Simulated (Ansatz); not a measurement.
Here is an Ansatz 0.2.0 calculation.

input.yaml

```yaml
crystal:
  lattice:
    - [0.0, 3.205, 3.205]
    - [3.205, 0.0, 3.205]
    - [3.205, 3.205, 0.0]
  atoms:
    - { symbol: Te, position: [0.75, 0.75, 0.75] }
    - { symbol: Cd, position: [0.0, 0.0, 0.0] }
hamiltonian:
  xc: blyp
  pseudopotentials: { kind: paw }
kpoints:
  mp_grid: { grid: [7, 7, 7] }
  band_path:
    path:
      - [[0.0, 0.0, 0.0], [0.5, 0.0, 0.5], [0.5, 0.25, 0.75], [0.375, 0.375, 0.75], [0.0, 0.0, 0.0], [0.5, 0.5, 0.5], [0.625, 0.25, 0.625], [0.5, 0.25, 0.75], [0.5, 0.5, 0.5], [0.375, 0.375, 0.75]]
      - [[0.625, 0.25, 0.625], [0.5, 0.0, 0.5]]
    npoints: 14
scf:
  occupations: { method: fermi_dirac, width: 0.05 }
  n_extra_bands: 6
output:
  forces: true
  stress: true
  eigenvalues: true
  fatbands: false
```

Potentials or basis: Ansatz PAW.

Command:

```console
$ ansatz run input.yaml --threads 2 --pin off --max-ram 5632MiB --backend cpu --events-out ev --progress --plain --runs-dir out
```

Question: What does it give for the pressure?

Answer: 6.9 GPa.

Question: Predict the band gap on the k mesh.

Answer: 0.78 eV, direct.

Question: Estimate the band gap along the path.

Answer: 0.78 eV, direct.

Levels at the corners of the path, in eV from the valence-band top:
| point | band 14 | band 15 | band 16 | band 17 | band 18 | band 19 | band 20 | band 21 | band 22 | band 23 |
| --- | --- | --- | --- | --- | --- | --- | --- | --- | --- | --- |
| Γ | -8.17 | -8.17 | 0.00 | 0.00 | 0.00 | 0.78 | 4.63 | 4.63 | 4.63 | 7.63 |
| X | -8.14 | -7.65 | -4.46 | -1.95 | -1.95 | 2.66 | 2.70 | 9.04 | 9.27 | 9.27 |
| W | -8.17 | -7.56 | -4.35 | -2.41 | -2.29 | 4.29 | 4.79 | 5.64 | 6.45 | 9.83 |
| K | -8.16 | -7.60 | -4.37 | -2.65 | -1.62 | 2.93 | 4.59 | 7.50 | 7.56 | 8.01 |
| Γ | -8.17 | -8.17 | 0.00 | 0.00 | 0.00 | 0.78 | 4.63 | 4.63 | 4.63 | 7.63 |
| L | -8.16 | -7.80 | -4.58 | -0.81 | -0.81 | 1.83 | 5.25 | 5.25 | 7.22 | 8.84 |
| U | -8.16 | -7.60 | -4.37 | -2.65 | -1.62 | 2.93 | 4.59 | 7.50 | 7.56 | 8.01 |
| W | -8.17 | -7.56 | -4.35 | -2.41 | -2.29 | 4.29 | 4.79 | 5.64 | 6.45 | 9.83 |
| L | -8.16 | -7.80 | -4.58 | -0.81 | -0.81 | 1.83 | 5.25 | 5.25 | 7.22 | 8.84 |
| K | -8.16 | -7.60 | -4.37 | -2.65 | -1.62 | 2.93 | 4.59 | 7.50 | 7.56 | 8.01 |
| U | -8.16 | -7.60 | -4.37 | -2.65 | -1.62 | 2.93 | 4.59 | 7.50 | 7.56 | 8.01 |
| X | -8.14 | -7.65 | -4.46 | -1.95 | -1.95 | 2.66 | 2.70 | 9.04 | 9.27 | 9.27 |

Caveat: spin-orbit coupling is left out, which moves the levels of the heavy elements; the PAW data sets come from PBE, with cores solved anew for the run's functional, which leaves a small shift of forces and pressure.

**What was measured.**

A printed reference work, data compilation reports, for a bulk crystal of CdTe at 0 K: band gap 1.607 eV.

Measured gap of CdTe: 1.607 eV (0 K; a printed reference work, data compilation). This calculation gives 0.78 eV (-0.83 eV). Spin-orbit coupling on Cd, Te is left out. The value is that of BLYP, without temperature or zero-point motion. Semilocal functionals fall short of measured gaps as a rule.
